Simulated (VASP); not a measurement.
## From an Ansatz input to VASP: SrTiO$_{3}$ (strained cubic perovskite)

Ansatz input

```yaml
crystal:
  lattice:
    - [3.8287144715, 0.0, 0.0]
    - [0.0, 3.8287144715, 0.0]
    - [0.0, 0.0, 3.9579665992]
  atoms:
    - { symbol: Sr, position: [0.0, 0.0, 0.0] }
    - { symbol: Ti, position: [0.5, 0.5, 0.5] }
    - { symbol: O, position: [0.5, 0.5, 0.0] }
    - { symbol: O, position: [0.5, 0.0, 0.5] }
    - { symbol: O, position: [0.0, 0.5, 0.5] }
kpoints:
  mp_grid: { grid: [6, 6, 6] }
  band_path:
    path: [[0.0, 0.0, 0.0], [0.0, 0.5, 0.0], [0.5, 0.5, 0.0], [0.5, 0.5, 0.5]]
    npoints: 1
hamiltonian:
  xc: pbe
scf:
  occupations: { method: fermi_dirac, width: 0.02 }
  n_extra_bands: 5
output:
  forces: true
  stress: true
  eigenvalues: true
```

Question: Translate this input to VASP.

Answer: 

INCAR

```
LCHARG = .FALSE.
ISIF = 2
LREAL = .FALSE.
LWAVE = .FALSE.
GGA = PE
LASPH = .TRUE.
NSW = 0
ISMEAR = -1
SIGMA = 0.02
PREC = Accurate
NBANDS = 28
NELM = 120
ENCUT = 520
IBRION = -1
EDIFF = 1E-7
```

KPOINTS

```
KPOINTS created by Atomic Simulation Environment
0
Gamma
6 6 6
0 0 0
```

KPOINTS_OPT

```
special points
4
Reciprocal
0.0000000000 0.0000000000 0.0000000000 1
0.0000000000 0.5000000000 0.0000000000 1
0.5000000000 0.5000000000 0.0000000000 1
0.5000000000 0.5000000000 0.5000000000 1
```

POSCAR

```
Sr Ti O
 1.0000000000000000
     3.8287144715000001    0.0000000000000000    0.0000000000000000
     0.0000000000000000    3.8287144715000001    0.0000000000000000
     0.0000000000000000    0.0000000000000000    3.9579665992000002
 Sr  Ti  O
   1   1   3
Cartesian
  0.0000000000000000  0.0000000000000000  0.0000000000000000
  1.9143572357500005  1.9143572357500005  1.9789832996000005
  1.9143572357500005  1.9143572357500005  0.0000000000000000
  1.9143572357500005  0.0000000000000000  1.9789832996000005
  0.0000000000000000  1.9143572357500005  1.9789832996000005
```

VASP ran with the recommended PBE PAW datasets (40 valence electrons in the cell). Other inputs would serve too.

```json
{"": "gap between bands v and c", "Ansatz": "1.86 eV", "VASP": "1.83 eV"}
{"": "least direct gap", "Ansatz": "2.23 eV", "VASP": "2.21 eV"}
{"": "pressure", "Ansatz": "9.9 GPa", "VASP": "10.5 GPa"}
```

Datasets and cutoffs are each program's own. VASP's cell holds 40 valence electrons and Ansatz's 40. Ansatz's stress includes a Pulay correction; VASP's doesn't.
